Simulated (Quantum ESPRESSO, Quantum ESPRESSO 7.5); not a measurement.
## 2H-WSe2, 1 layer, rectangular cell: a series in strain along the first axis

Aim: how the results for 2H-WSe2, 1 layer, rectangular cell change with strain along the first axis.

Program: Quantum ESPRESSO 7.5. Level of theory: plane-wave DFT, PBE, GBRV ultrasoft pseudopotentials. Results are calculated unless marked as measured.

This is a report of a sequence of runs, with most program output left out.

### 1. The structure

The cell holds 6 atoms: 4 Se and 2 W. Cell: a = 3.320 Å, b = 5.750 Å, c = 18.740 Å, α = 90.0°, β = 90.0°, γ = 90.0°. It derives from WSe2. Vacuum lies along c.

Set-up: Cell and atoms are first relaxed; each strained cell is then held, the other axis too, and the atoms relax in it. A periodic run with 15 Å of vacuum in the starting cell gives the vacuum levels, and bands follow along a path.

Members -2, -1, 0, 1 and 2 took the same steps and show in the table alone.

### 2. Relaxing cell and ions of the reference

What the set-up leaves free in this member is relaxed.

Contents of ref.relax.in:

```
&control
  prefix = 'ref.relax'
  outdir = './out'
  pseudo_dir = './pseudo'
  nstep = 80
  forc_conv_thr = 0.0004
  calculation = 'vc-relax'
  etot_conv_thr = 1e-06
/
&system
  ibrav = 0
  nat = 6
  ntyp = 2
  ecutwfc = 50
  ecutrho = 250
  occupations = 'smearing'
  smearing = 'fd'
  degauss = 0.004
/
&electrons
  conv_thr = 1e-09
  mixing_beta = 0.4
  electron_maxstep = 120
  mixing_mode = 'plain'
/
&ions
/
&cell
  cell_dofree = '2Dxy'
  press_conv_thr = 0.3
/
ATOMIC_SPECIES
  Se  78.9710  se_pbe_v1.uspp.F.UPF
  W   183.8400  w_pbe_v1.2.uspp.F.UPF
CELL_PARAMETERS angstrom
  3.32000000000000 0.00000000000000 0.00000000000000
  0.00000000000000 5.75040868112867 0.00000000000000
  0.00000000000000 0.00000000000000 18.74034793390490
ATOMIC_POSITIONS crystal
  Se  0.999999999900 0.333333333400 0.400206016796
  Se  0.500000000000 0.833333333400 0.400206016796
  W   0.000000000000 0.000000000000 0.500000000000
  W   0.500000000000 0.500000000000 0.500000000000
  Se  0.999999999900 0.333333333400 0.599793983204
  Se  0.500000000000 0.833333333400 0.599793983204
K_POINTS automatic
  10 6 1 0 0 0
```

Launch:

```sh
> OMP_NUM_THREADS=1 mpirun -n 4 pw.x -nk 4 -in ref.relax.in > ref.relax.out
```

The job ended after 27 min (4 MPI ranks of Arm Neoverse N1, shared host; peak memory 1.8 GiB).

Relaxation path:

| step | energy less that of the first step (eV) | largest force (eV/Å) | volume (Å³) |
| --- | --- | --- | --- |
| 1 | 0.0000 | 2.5026 | 357.78 |
| 2 | -0.5006 | 1.8988 | 354.53 |
| 3 | -0.8666 | 1.1078 | 351.48 |
| 4 | -1.0117 | 0.1713 | 348.62 |
| 5 | -1.0231 | 0.0670 | 350.12 |
| 6 | -1.0293 | 0.1071 | 351.67 |
| 7 | -1.0369 | 0.0968 | 353.99 |
| 8 | -1.0419 | 0.0253 | 357.34 |
| 9 | -1.0419 | 0.0063 | 357.42 |
| 10 | -1.0419 | 0.0001 | 357.37 |
| 11 | -1.0418 | 0.0001 | 357.37 |

| cell as run | before | after | change |
| --- | --- | --- | --- |
| a (Å) | 3.320 | 3.318 | -0.1 % |
| b (Å) | 5.750 | 5.747 | -0.1 % |

The atoms that moved most (Å, along periodic axes as changes of fractional coordinates times the final cell, across vacuum about the mean position):

| atom | dx | dy | dz | length |
| --- | --- | --- | --- | --- |
| Se2 | 0.000 | 0.000 | 0.190 | 0.190 |
| Se6 | 0.000 | 0.000 | -0.190 | 0.190 |
| Se5 | 0.000 | 0.000 | -0.190 | 0.190 |
| Se1 | 0.000 | 0.000 | 0.190 | 0.190 |

 The last row is no step: it is a fresh SCF in the final cell with a new plane-wave basis, +0 meV from the row before.

Read from the output:

| Property | Result |
| --- | --- |
| free energy | -6706.7831 eV |
| Fermi energy | 1.093 eV |

### 3. Relaxation with pw.x, -4 %

Contents of m0.relax.in:

```
&control
  prefix = 'm0.relax'
  outdir = './out'
  pseudo_dir = './pseudo'
  nstep = 40
  forc_conv_thr = 0.0003
  calculation = 'relax'
  tstress = .true.
/
&system
  ibrav = 0
  nat = 6
  ntyp = 2
  ecutwfc = 50
  ecutrho = 250
  occupations = 'smearing'
  smearing = 'fd'
  degauss = 0.002
/
&electrons
  conv_thr = 1e-09
  mixing_beta = 0.4
  electron_maxstep = 120
  mixing_mode = 'plain'
/
&ions
/
ATOMIC_SPECIES
  Se  78.9710  se_pbe_v1.uspp.F.UPF
  W   183.8400  w_pbe_v1.2.uspp.F.UPF
CELL_PARAMETERS angstrom
  3.18539253888000 0.00000000000000 0.00000000000000
  0.00000000000000 5.74717838100000 0.00000000000000
  0.00000000000000 0.00000000000000 18.74034793400000
ATOMIC_POSITIONS crystal
  Se  0.999999999900 0.333333105300 0.410336045800
  Se  0.500000000000 0.833333114300 0.410336054800
  W   0.000000000000 0.000000387200 0.500000000000
  W   0.500000000000 0.500000507000 0.500000000000
  Se  0.999999999900 0.333333105300 0.589663954200
  Se  0.500000000000 0.833333114300 0.589663945200
K_POINTS automatic
  10 6 1 0 0 0
```

Launch:

```sh
> OMP_NUM_THREADS=1 mpirun -n 4 pw.x -nk 4 -in m0.relax.in > m0.relax.out
```

It took 13 min on 4 MPI ranks; peak memory 1.7 GiB; 52 min of CPU time.

The steps of the relaxation:

| step | energy less that of the first step (eV) | largest force (eV/Å) |
| --- | --- | --- |
| 1 | 0.0000 | 0.4799 |
| 2 | -0.0178 | 0.2832 |
| 3 | -0.0261 | 0.0865 |
| 4 | -0.0269 | 0.0330 |
| 5 | -0.0270 | 0.0159 |
| 6 | -0.0270 | 0.0014 |

The atoms that moved most (Å):

| atom | dx | dy | dz | length |
| --- | --- | --- | --- | --- |
| Se2 | 0.000 | -0.005 | -0.025 | 0.026 |
| Se6 | 0.000 | -0.005 | 0.025 | 0.026 |
| Se5 | 0.000 | -0.005 | 0.025 | 0.026 |
| Se1 | 0.000 | -0.005 | -0.025 | 0.026 |
| W3 | 0.000 | 0.010 | 0.000 | 0.010 |
| W4 | 0.000 | 0.010 | 0.000 | 0.010 |

The relaxation lowers the energy by 4 meV an atom.

Read from the output:

```
free energy  : -6706.6496 eV
Fermi energy : 1.465 eV
```

### 4. SCF with pw.x, -4 %

The self-consistent run of this member.

Contents of m0.scf.in:

```
&control
  prefix = 'm0.scf'
  outdir = './out'
  pseudo_dir = './pseudo'
  calculation = 'scf'
  tprnfor = .true.
/
&system
  ibrav = 0
  nat = 6
  ntyp = 2
  ecutwfc = 40
  ecutrho = 200
  occupations = 'smearing'
  smearing = 'fd'
  degauss = 0.002
  nbnd = 30
/
&electrons
  conv_thr = 1e-09
  mixing_beta = 0.4
  electron_maxstep = 120
  mixing_mode = 'plain'
/
ATOMIC_SPECIES
  Se  78.9710  se_pbe_v1.uspp.F.UPF
  W   183.8400  w_pbe_v1.2.uspp.F.UPF
CELL_PARAMETERS angstrom
  3.18539253888000 0.00000000000000 0.00000000000000
  0.00000000000000 5.74717838100000 0.00000000000000
  0.00000000000000 0.00000000000000 18.74034793400000
ATOMIC_POSITIONS crystal
  Se  0.999999999900 0.332451165900 0.409001164500
  Se  0.500000000000 0.832451199400 0.409001163000
  W   0.000000000000 0.001764298100 0.500000000000
  W   0.500000000000 0.501764304500 0.500000000000
  Se  0.999999999900 0.332451165900 0.590998835500
  Se  0.500000000000 0.832451199400 0.590998837000
K_POINTS automatic
  10 6 1 0 0 0
```

Launch:

```sh
> OMP_NUM_THREADS=1 mpirun -n 4 pw.x -nk 4 -in m0.scf.in > m0.scf.out
```

Wall time 2.1 min (4 MPI ranks); peak memory 1.2 GiB.

This step gave:

* free energy: -6706.5059 eV
* Fermi energy: 1.429 eV
* valence top, on the run's zero: 0.5852 eV
* conduction bottom, on the run's zero: 2.190 eV
* gap by band count: 1.605 eV

### 5. Electrostatic potential, -4 %

plot_num = 11 writes the bare and Hartree potential, from which vacuum levels or, in a crystal, the mean potential are read.

Contents of m0.pot.in:

```
&inputpp
  prefix = 'm0.scf'
  outdir = './out'
  filplot = 'm0.pot.dat'
  plot_num = 11
/
```

Launch:

```sh
> OMP_NUM_THREADS=1 mpirun -n 4 pp.x -in m0.pot.in > m0.pot.out
```

Elapsed: 1.7 s, on 4 MPI ranks; peak memory 0.2 GiB.

Read from the output:

* slope of the potential above: 1.00e-4 eV/Å
* upper vacuum line continued to the top atoms, over the valence top: 5.016 eV
* slope of the potential below: -8.06e-5 eV/Å
* lower vacuum line continued to the bottom atoms, over the valence top: 5.016 eV
* vacuum level at the upper face over the valence top of the mesh: 5.017 eV
* vacuum level at the lower face over the valence top of the mesh: 5.017 eV

Electrostatic potential energy of an electron; zero at the highest filled level of the SCF mesh. Potential energy, planar mean against z:

| z (Å) | potential energy, planar mean (eV) |
| --- | --- |
| 0 | 5.02 |
| 1 | 5.02 |
| 2 | 5.02 |
| 3 | 5.02 |
| 4 | 5.02 |
| 5 | 5.00 |
| 6 | 4.64 |
| 7 | -2.62 |
| 8 | -12.7 |
| 9 | -9.72 |
| 10 | -7.06 |
| 11 | -16.7 |
| 12 | 1.50 |
| 13 | 4.84 |
| 14 | 5.01 |
| 15 | 5.02 |
| 16 | 5.02 |
| 17 | 5.02 |
| 18 | 5.02 |

### 6. Band structure, -4 %

Bands along a path place the edges.

m0.bands.in, as its differences from the input of step 4:

```diff
@@ -1,7 +1,6 @@
 &control
-  prefix = 'm0.scf'
+  prefix = 'm0.bands'
   outdir = './out'
   pseudo_dir = './pseudo'
-  calculation = 'scf'
-  tprnfor = .true.
+  calculation = 'bands'
 /
@@ -16,6 +15,6 @@
   degauss = 0.002
-  nbnd = 30
+  nbnd = 32
 /
 &electrons
-  conv_thr = 1e-09
+  conv_thr = 1e-07
   mixing_beta = 0.4
@@ -38,3 +37,8 @@
   Se  0.500000000000 0.832451199400 0.590998837000
-K_POINTS automatic
-  10 6 1 0 0 0
+K_POINTS crystal_b
+5
+  0.0000000000 0.0000000000 0.0000000000 12
+  0.5000000000 0.0000000000 0.0000000000 12
+  0.5000000000 0.5000000000 0.0000000000 12
+  0.0000000000 0.5000000000 0.0000000000 12
+  0.0000000000 0.0000000000 0.0000000000 1
```

Launch:

```sh
> cp -r out/m0.scf.save out/m0.bands.save
> cp out/m0.scf.xml out/m0.bands.xml
> OMP_NUM_THREADS=1 mpirun -n 4 pw.x -nk 4 -in m0.bands.in > m0.bands.out
```

It took 2.9 min on 4 MPI ranks; peak memory 0.87 GiB; 12 min of CPU time.

Read from the output:

```
valence top, on the run's zero       : 0.6073 eV
conduction bottom, on the run's zero : 2.136 eV
gap by band count                    : 1.528 eV
```

Band numbers count within the set of bands kept for display. The electronic bands at the labelled points (eV, zero at the highest filled level of the SCF mesh; v1 is the highest filled band, c1 the lowest empty one):

| point | v4 | v3 | v2 | v1 | c1 | c2 | c3 | c4 |
| --- | --- | --- | --- | --- | --- | --- | --- | --- |
| Γ | -1.19 | -0.85 | -0.57 | -0.41 | 2.61 | 2.84 | 2.97 | 2.97 |
| halfway | -1.76 | -1.14 | -0.79 | -0.13 | 1.81 | 1.99 | 2.36 | 2.49 |
| X | -1.96 | -1.96 | -0.59 | -0.59 | 2.05 | 2.05 | 2.83 | 2.83 |
| halfway | -2.11 | -2.11 | -0.57 | -0.57 | 2.27 | 2.27 | 3.23 | 3.23 |
| S | -0.98 | -0.98 | -0.90 | -0.90 | 2.55 | 2.55 | 2.93 | 2.93 |
| halfway | -1.68 | -1.68 | -0.67 | -0.67 | 1.72 | 1.72 | 2.51 | 2.51 |
| Y | -1.14 | -1.14 | -1.13 | -1.13 | 1.77 | 1.77 | 2.70 | 2.70 |
| halfway | -1.30 | -1.20 | -0.65 | -0.60 | 2.15 | 2.29 | 2.55 | 2.65 |
| Γ | -1.19 | -0.85 | -0.57 | -0.41 | 2.61 | 2.84 | 2.97 | 2.97 |

Along this path the valence top lies between Γ and X and the conduction bottom between Γ and X.

### 7. Relaxation with pw.x, -3 %

Contents of m1.relax.in:

```
&control
  prefix = 'm1.relax'
  outdir = './out'
  pseudo_dir = './pseudo'
  nstep = 40
  forc_conv_thr = 0.0003
  calculation = 'relax'
  tstress = .true.
/
&system
  ibrav = 0
  nat = 6
  ntyp = 2
  ecutwfc = 50
  ecutrho = 250
  occupations = 'smearing'
  smearing = 'fd'
  degauss = 0.002
/
&electrons
  conv_thr = 1e-09
  mixing_beta = 0.4
  electron_maxstep = 120
  mixing_mode = 'plain'
/
&ions
/
ATOMIC_SPECIES
  Se  78.9710  se_pbe_v1.uspp.F.UPF
  W   183.8400  w_pbe_v1.2.uspp.F.UPF
CELL_PARAMETERS angstrom
  3.21857371116000 0.00000000000000 0.00000000000000
  0.00000000000000 5.74717838100000 0.00000000000000
  0.00000000000000 0.00000000000000 18.74034793400000
ATOMIC_POSITIONS crystal
  Se  0.999999999900 0.333333105300 0.410336045800
  Se  0.500000000000 0.833333114300 0.410336054800
  W   0.000000000000 0.000000387200 0.500000000000
  W   0.500000000000 0.500000507000 0.500000000000
  Se  0.999999999900 0.333333105300 0.589663954200
  Se  0.500000000000 0.833333114300 0.589663945200
K_POINTS automatic
  10 6 1 0 0 0
```

Launch:

```sh
> OMP_NUM_THREADS=1 mpirun -n 4 pw.x -nk 4 -in m1.relax.in > m1.relax.out
```

The job ended after 13 min (4 MPI ranks; peak memory 1.7 GiB).

Step by step:

| step | energy less that of the first step (eV) | largest force (eV/Å) |
| --- | --- | --- |
| 1 | 0.0000 | 0.3522 |
| 2 | -0.0096 | 0.2119 |
| 3 | -0.0143 | 0.0690 |
| 4 | -0.0148 | 0.0241 |
| 5 | -0.0149 | 0.0119 |
| 6 | -0.0149 | 0.0008 |

The atoms that moved most (Å):

| atom | dx | dy | dz | length |
| --- | --- | --- | --- | --- |
| Se5 | 0.000 | -0.004 | 0.019 | 0.019 |
| Se1 | 0.000 | -0.004 | -0.019 | 0.019 |
| Se6 | 0.000 | -0.004 | 0.019 | 0.019 |
| Se2 | 0.000 | -0.004 | -0.019 | 0.019 |
| W3 | 0.000 | 0.008 | 0.000 | 0.008 |
| W4 | 0.000 | 0.008 | 0.000 | 0.008 |

The relaxation lowers the energy by 2 meV an atom.

Read from the output:

* free energy: -6706.7092 eV
* Fermi energy: 1.404 eV

### 8. SCF with pw.x, -3 %

Contents of m1.scf.in:

```
&control
  prefix = 'm1.scf'
  outdir = './out'
  pseudo_dir = './pseudo'
  calculation = 'scf'
  tprnfor = .true.
/
&system
  ibrav = 0
  nat = 6
  ntyp = 2
  ecutwfc = 40
  ecutrho = 200
  occupations = 'smearing'
  smearing = 'fd'
  degauss = 0.002
  nbnd = 30
/
&electrons
  conv_thr = 1e-09
  mixing_beta = 0.4
  electron_maxstep = 120
  mixing_mode = 'plain'
/
ATOMIC_SPECIES
  Se  78.9710  se_pbe_v1.uspp.F.UPF
  W   183.8400  w_pbe_v1.2.uspp.F.UPF
CELL_PARAMETERS angstrom
  3.21857371116000 0.00000000000000 0.00000000000000
  0.00000000000000 5.74717838100000 0.00000000000000
  0.00000000000000 0.00000000000000 18.74034793400000
ATOMIC_POSITIONS crystal
  Se  0.999999999900 0.332671462000 0.409338562900
  Se  0.500000000000 0.832671510700 0.409338616000
  W   0.000000000000 0.001323827300 0.500000000000
  W   0.500000000000 0.501323560800 0.500000000000
  Se  0.999999999900 0.332671462000 0.590661437100
  Se  0.500000000000 0.832671510700 0.590661384000
K_POINTS automatic
  10 6 1 0 0 0
```

Launch:

```sh
> OMP_NUM_THREADS=1 mpirun -n 4 pw.x -nk 4 -in m1.scf.in > m1.scf.out
```

It took 2.1 min on 4 MPI ranks; peak memory 1.2 GiB; 8.6 min of CPU time.

Read from the output:

```
free energy                          : -6706.5657 eV
Fermi energy                         : 1.554 eV
valence top, on the run's zero       : 0.5090 eV
conduction bottom, on the run's zero : 2.144 eV
gap by band count                    : 1.635 eV
```

### 9. Relaxation with pw.x, 3 %

Contents of m7.relax.in:

```
&control
  prefix = 'm7.relax'
  outdir = './out'
  pseudo_dir = './pseudo'
  nstep = 40
  forc_conv_thr = 0.0003
  calculation = 'relax'
  tstress = .true.
/
&system
  ibrav = 0
  nat = 6
  ntyp = 2
  ecutwfc = 50
  ecutrho = 250
  occupations = 'smearing'
  smearing = 'fd'
  degauss = 0.002
/
&electrons
  conv_thr = 1e-09
  mixing_beta = 0.4
  electron_maxstep = 120
  mixing_mode = 'plain'
/
&ions
/
ATOMIC_SPECIES
  Se  78.9710  se_pbe_v1.uspp.F.UPF
  W   183.8400  w_pbe_v1.2.uspp.F.UPF
CELL_PARAMETERS angstrom
  3.41766074484000 0.00000000000000 0.00000000000000
  0.00000000000000 5.74717838100000 0.00000000000000
  0.00000000000000 0.00000000000000 18.74034793400000
ATOMIC_POSITIONS crystal
  Se  0.999999999900 0.333333105300 0.410336045800
  Se  0.500000000000 0.833333114300 0.410336054800
  W   0.000000000000 0.000000387200 0.500000000000
  W   0.500000000000 0.500000507000 0.500000000000
  Se  0.999999999900 0.333333105300 0.589663954200
  Se  0.500000000000 0.833333114300 0.589663945200
K_POINTS automatic
  10 6 1 0 0 0
```

Launch:

```sh
> OMP_NUM_THREADS=1 mpirun -n 4 pw.x -nk 4 -in m7.relax.in > m7.relax.out
```

Elapsed: 13 min, on 4 MPI ranks; peak memory 1.8 GiB; 51 min of CPU time.

The steps of the relaxation:

| step | energy less that of the first step (eV) | largest force (eV/Å) |
| --- | --- | --- |
| 1 | 0.0000 | 0.3091 |
| 2 | -0.0076 | 0.2050 |
| 3 | -0.0120 | 0.0899 |
| 4 | -0.0130 | 0.0201 |
| 5 | -0.0130 | 0.0098 |
| 6 | -0.0130 | 0.0000 |

The atoms that moved most (Å):

| atom | dx | dy | dz | length |
| --- | --- | --- | --- | --- |
| Se6 | 0.000 | 0.004 | -0.018 | 0.019 |
| Se2 | 0.000 | 0.004 | 0.018 | 0.019 |
| Se1 | 0.000 | 0.004 | 0.018 | 0.019 |
| Se5 | 0.000 | 0.004 | -0.018 | 0.019 |
| W4 | 0.000 | -0.008 | 0.000 | 0.008 |
| W3 | 0.000 | -0.008 | 0.000 | 0.008 |

The relaxed structure:

```xyz
6
Lattice="3.4177 0.0000 0.0000 0.0000 5.7472 0.0000 0.0000 0.0000 18.7403" Properties=species:S:1:pos:R:3
Se    3.4177    1.9195    7.7081
Se    1.7088    4.7931    7.7081
W     0.0000   -0.0076    9.3702
W     1.7088    2.8660    9.3702
Se    3.4177    1.9195   11.0322
Se    1.7088    4.7931   11.0322
```

The relaxation lowers the energy by 2 meV an atom.

This step gave:

```
free energy  : -6706.7275 eV
Fermi energy : 0.7474 eV
```

[end of part 1 of 2]

[Logs are printed without paths, hosts, clocks, repeated set-up lines and the standing remarks that a program may print on its own settings, such as how far it seeks lower states.]

[Hosts, paths, dates, database ids (printed as entryN), source tags and the programs' standing remarks are cut or masked in the printed files.]

[Maps of the electrostatic potential energy from Ansatz leave out the sawtooth potential of an applied field or a dipole correction, so their vacuum need not be flat; planar profiles and work functions include it.]
